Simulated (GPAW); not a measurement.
# InAs (F-43m) in GPAW: a series of runs, part 2 of 2

GPAW 26.7.0.

## Step 5: Relaxation of cell and atoms, RPBE+D4

File run.py:

```python
from ase.calculators.mixing import SumCalculator
from ase.filters import FrechetCellFilter
from ase.io import read, write
from ase.optimize import BFGS
from dftd4.ase import DFTD4
from gpaw import GPAW, PW

atoms = read('POSCAR')

calc = GPAW(mode=PW(600),
            xc='RPBE',
            kpts={'size': (8, 8, 8), 'gamma': True},
            occupations={'name': 'fermi-dirac', 'width': 0.05},
            nbands=18,
            convergence={'density': 1e-05, 'forces': 0.0001},
            maxiter=150,
            txt='gpaw.txt')
atoms.calc = SumCalculator([calc, DFTD4(method='rpbe')])
opt = BFGS(FrechetCellFilter(atoms), trajectory='relax.traj', logfile='-')
done = opt.run(fmax=0.05, steps=40)
calc.write('gs.gpw')
write('result.traj', atoms)
print('Converged:', done)
print('Cell:', atoms.cell.cellpar().round(4))
print('Volume:', round(atoms.get_volume(), 4))
print(atoms.get_scaled_positions().round(5))
```

File POSCAR:

```
InAs
1.0
    0.0000000000      3.0180000000      3.0180000000
    3.0180000000      0.0000000000      3.0180000000
    3.0180000000      3.0180000000      0.0000000000
In As
1 1
Direct
    0.0000000000      0.0000000000      0.0000000000
    0.7500000000      0.7500000000      0.7500000000
```

Potentials or basis: the program's PAW data sets (release 1.2.1) made for this functional, pw.

Started as:

```console
$ OMP_NUM_THREADS=1 python run.py
```

gpaw.txt:

```text
__  _  _
 | _ |_)|_||  |
 |__||  | ||/\| - 26.7.0

Input parameters:
  mode=PW(ecut=600.0),
  convergence={'density': 1e-05, 'forces': 0.0001},
  kpts=MonkhorstPack(size=(8, 8, 8), gamma=True),
  maxiter=150,
  nbands=18,
  occupations=Occupations(name='fermi-dirac', width=0.05),
  xc=XC(name='RPBE')

Diagonalizing LCAO Hamiltonian
Converting LCAO to pw mode

                     As

       In

Atoms  # Å, Bohr magnetons
|   | symbol |        x |        y |        z |    initial magnetic moments |
|---|--------|----------|----------|----------|-----------------------------|
| 0 |     In | 0.000000 | 0.000000 | 0.000000 | ( 0.0000,  0.0000,  0.0000) |
| 1 |     As | 4.527000 | 4.527000 | 4.527000 | ( 0.0000,  0.0000,  0.0000) |

Unit cell  # Å
| periodic |        x |        y |        z |  lengths |    angles |
|----------|----------|----------|----------|----------|-----------|
|      yes | 0.000000 | 3.018000 | 3.018000 | 4.268097 | 60.000000 |
|      yes | 3.018000 | 0.000000 | 3.018000 | 4.268097 | 60.000000 |
|      yes | 3.018000 | 3.018000 | 0.000000 | 4.268097 | 60.000000 |

Number of symmetries: 24
Symmetry operations  # r_c * U_cc + t_c -> r_c
|    | kind |            matrix            |
|----|------|------------------------------|
|  0 |  E   |  1, 0, 0,  0, 1, 0,  0, 0, 1 |
|  1 |  σ   |  1, 0, 0,  0, 0, 1,  0, 1, 0 |
|  2 |  σ   |  1, 0,-1,  0, 1,-1,  0, 0,-1 |
|  3 |  C3  |  1, 0,-1,  0, 0,-1,  0, 1,-1 |
[... 250 lines left out ...]
| 1 |  σ   |  1, 0, 0,  0, 0, 1,  0, 1, 0 |
| 2 |  σ   |  0, 1, 0,  1, 0, 0,  0, 0, 1 |
| 3 |  C3  |  0, 1, 0,  0, 0, 1,  1, 0, 0 |
| 4 |  C3  |  0, 0, 1,  1, 0, 0,  0, 1, 0 |
| 5 |  σ   |  0, 0, 1,  0, 1, 0,  1, 0, 0 |
[... 192 lines left out ...]
Stress tensor  # eV/Ang^3
|         x |         y |         z |
|-----------|-----------|-----------|
| -0.033603 | -0.000000 | -0.000000 |
| -0.000000 | -0.033603 | -0.000000 |
| -0.000000 | -0.000000 | -0.033603 |

Forces  # eV/Ang
|        x |        y |        z |
|----------|----------|----------|
|  0.00000 |  0.00000 |  0.00000 |  # In   0
| -0.00000 | -0.00000 | -0.00000 |  # As   1

Interpolating wave functions to new cell

                     As

       In

Atoms  # Å, Bohr magnetons
|   | symbol |        x |        y |        z |    initial magnetic moments |
|---|--------|----------|----------|----------|-----------------------------|
| 0 |     In | 0.000000 | 0.000000 | 0.000000 | ( 0.0000,  0.0000,  0.0000) |
| 1 |     As | 4.570001 | 4.570001 | 4.570001 | ( 0.0000,  0.0000,  0.0000) |

Unit cell  # Å
| periodic |        x |        y |        z |  lengths |    angles |
|----------|----------|----------|----------|----------|-----------|
|      yes | 0.000002 | 3.046666 | 3.046666 | 4.308637 | 59.999961 |
|      yes | 3.046666 | 0.000002 | 3.046666 | 4.308637 | 59.999961 |
|      yes | 3.046666 | 3.046666 | 0.000002 | 4.308637 | 59.999961 |

Number of symmetries: 6
Symmetry operations  # r_c * U_cc + t_c -> r_c
|   | kind |            matrix            |
|---|------|------------------------------|
| 0 |  E   |  1, 0, 0,  0, 1, 0,  0, 0, 1 |
| 1 |  σ   |  1, 0, 0,  0, 0, 1,  0, 1, 0 |
| 2 |  σ   |  0, 1, 0,  1, 0, 0,  0, 0, 1 |
| 3 |  C3  |  0, 1, 0,  0, 0, 1,  1, 0, 0 |
| 4 |  C3  |  0, 0, 1,  1, 0, 0,  0, 1, 0 |
| 5 |  σ   |  0, 0, 1,  0, 1, 0,  1, 0, 0 |
[... 191 lines left out ...]
Stress tensor  # eV/Ang^3
|         x |         y |         z |
|-----------|-----------|-----------|
| -0.024535 | -0.000000 | -0.000000 |
| -0.000000 | -0.024535 | -0.000000 |
| -0.000000 | -0.000000 | -0.024535 |

Forces  # eV/Ang
|        x |        y |        z |
|----------|----------|----------|
| -0.00000 | -0.00000 | -0.00000 |  # In   0
|  0.00000 |  0.00000 |  0.00000 |  # As   1

# Writing to gs.gpw (mode='')
```

stdout:

```text
Step          Energy          fmax
BFGS:    0       -8.413799        0.289644
BFGS:    1       -8.417076        0.226255
BFGS:    2       -8.422439        0.007531
Converged: True
Cell: [ 4.3086  4.3086  4.3086 60.     60.     60.    ]
Volume: 56.5593
[[0.   0.   0.  ]
 [0.75 0.75 0.75]]
```

It took 87 s on 1 thread of Arm Neoverse V1, shared host; peak memory 0.25 GiB.

What came out:

* Free energy: -8.4227 eV
* Relaxed volume: 28.28 Å³/atom
* Relaxed cell: a = 4.309 Å, b = 4.309 Å, c = 4.309 Å, α = 60.00°, β = 60.00°, γ = 60.00°
* Space group after relaxing (to 0.05 Å): F-43m (No. 216)
* Energy gained by relaxing: 4.3 meV/atom
* Ionic steps: 3
* Pressure after relaxing: 0.0 GPa
* Band gap on the k mesh: none (metal or under the smearing width)
* Dispersion energy per atom: -0.593 eV

Step by step:
```
step  energy change (eV)  largest force (eV/Å)  pressure (GPa)  volume (Å³)
   1              0.0000                0.0000            1.69        54.98
   2             -0.0033                0.0000            1.31        55.32
   3             -0.0086                0.0000            0.04        56.56
```

Final structure:
```
CELL_PARAMETERS angstrom
0.00000 3.04667 3.04667
3.04667 0.00000 3.04667
3.04667 3.04667 0.00000
ATOMIC_POSITIONS crystal
In 0.00000 0.00000 0.00000
As 0.75000 0.75000 0.75000
```

Caveat: later steps reuse the first step's grids; pairwise dispersion overbinds metals, which lowers pressure and volume; this crystal is a semiconductor, whose small gap the functional closes, so the metal is an error of the method. Zero-point motion and thermal expansion aren't in these numbers.

## Step 6: The runs side by side

| level | potentials or basis | optimizer | fmax | max steps | gap on the mesh (eV) | pressure (GPa) | relaxed volume (Å³/atom) |
| --- | --- | --- | --- | --- | --- | --- | --- |
| PBEsol+D3(BJ) | PAW data sets generated in the run's folder for this functional, pw | BFGS | 0.02 eV/Å | 60 | none | 0.0 | 27.25 |
| PBEsol+D4 | PAW data sets generated in the run's folder for this functional, pw | FIRE | 0.02 eV/Å | 100 | none | 0.1 | 27.53 |
| RPBE+D3(BJ) | the program's PAW data sets (release 1.2.1) made for this functional, pw | FIRE | 0.05 eV/Å | 100 | 0.34 | 0.2 | 25.55 |
| RPBE+D4 | the program's PAW data sets (release 1.2.1) made for this functional, pw | BFGS | 0.05 eV/Å | 40 | none | 0.0 | 28.28 |

Alike in all rows: task relaxation of cell and atoms; no spin polarisation; cell relaxed; k mesh 8 × 8 × 8; cutoff (eV) 600; smearing fermi-dirac 0.05 eV.

Caveats: later steps reuse the first step's grids; pairwise dispersion overbinds metals, which lowers pressure and volume (some runs); this crystal is a semiconductor, whose small gap the functional closes, so the metal is an error of the method (some runs); spin-orbit coupling is left out, which moves the levels of the heavy elements (some runs).

Absolute energies hang on the potentials; compare differences alone.
